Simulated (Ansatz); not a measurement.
# TiSi2 and the effect of the choice of potentials or basis

The cell as given:

Symmetry: P6/mmm, No. 191, hexagonal system. Conventional cell: a = 4.375 Å, b = 4.375 Å, c = 2.561 Å, α = 90.00°, β = 90.00°, γ = 120.00°. Ti (site symmetry 6/mmm) has 2 Ti at 2.56 Å and 12 Si at 2.83 Å as nearest neighbours. Si (site symmetry -6m2) has 5 Si at 2.53 to 2.56 Å and 6 Ti at 2.83 Å as nearest neighbours.

The cell comes from a database or a generator and needn't be the stable form of this composition.

Kept alike: task relaxation of cell and atoms; functional PBE; k mesh 7 × 7 × 10; occupations fermi-dirac, width 0.05 eV; no spin polarisation. Program: Ansatz. Cutoffs run from 420 to 1230 eV. The mesh is that of the run's cell of 3 atoms. No spin-orbit coupling.

| choice of potentials or basis | volume (Å³/atom) | first edge of the run's cell (Å) |
| --- | --- | --- |
| Ansatz NC | 14.135 | 4.382 |
| Ansatz PAW | 14.136 | 4.382 |
| Ansatz PAW (files of its older set among them) | 14.136 | 4.383 |
| JTH PAW | 14.155 | 4.386 |
| PseudoDojo standard (PBE files) | 14.140 | 4.383 |
| PseudoDojo stringent (PBE files) | 14.140 | 4.383 |
| SPMS NC | 14.139 | 4.382 |

The relaxations keep at least the cell's symmetry (P6/mmm). For a metal such a mesh leaves the last digits unconverged. Relaxations stop with a little pressure left, so the last digits of a volume or edge aren't settled. Ansatz's relaxations hold a Pulay term in the stress (up to 0.1 GPa here).

What does the choice of potentials or basis change here?

The volume runs from 14.135 (Ansatz NC) to 14.155 Å³/atom (JTH PAW). The first edge of the run's cell runs from 4.382 (Ansatz NC; Ansatz PAW; SPMS NC) to 4.386 Å (JTH PAW).
